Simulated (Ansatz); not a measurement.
Bands of P

```
P
1.0
     0.00000    2.74015    2.74015
     2.74015    0.00000    2.74015
     2.74015    2.74015    0.00000
P
2
Direct
  0.00000 0.00000 0.00000
  0.25000 0.25000 0.25000
```

Atom numbers follow the list: P1, P2.

The structure comes from a relaxation in the same program, started in the diamond type, and has space group Fd-3m. Whether it is a known phase or the ground state wasn't checked.

Computed with DFT, PBE, all-electron LAPW, scalar-relativistic (Ansatz 0.2.0).

Numerical set-up: a Γ-centred 11×11×11 k mesh, Fermi–Dirac smearing of 0.08 eV, basis error target 0.5 meV/atom, no spin polarisation.

Points in fractions of the reciprocal vectors of this cell: Γ (0, 0, 0), X (0.5, 0, 0.5), U (0.625, 0.25, 0.625), K (0.375, 0.375, 0.75), L (0.5, 0.5, 0.5), W (0.5, 0.25, 0.75). The path joins them by straight lines in the order Γ–X–U–K–Γ–L–W–X; legs that retrace an earlier one aren't tabulated. Energies are in eV from the Fermi level.

Task: List the levels at K between -14 and 0 eV.

Result: -11.86, -10.82, -6.24, -4.96, -0.81.

Task: List the levels at L between -14 and 0 eV.

Result: -13.09, -9.86, -4.03 (×2), -2.32.

Task: List the levels at U between -14 and 0 eV.

Result: -11.86, -10.82, -6.24, -4.96, -0.81.

Task: What is the band gap?

Result: none: bands cross the Fermi level, a metal.
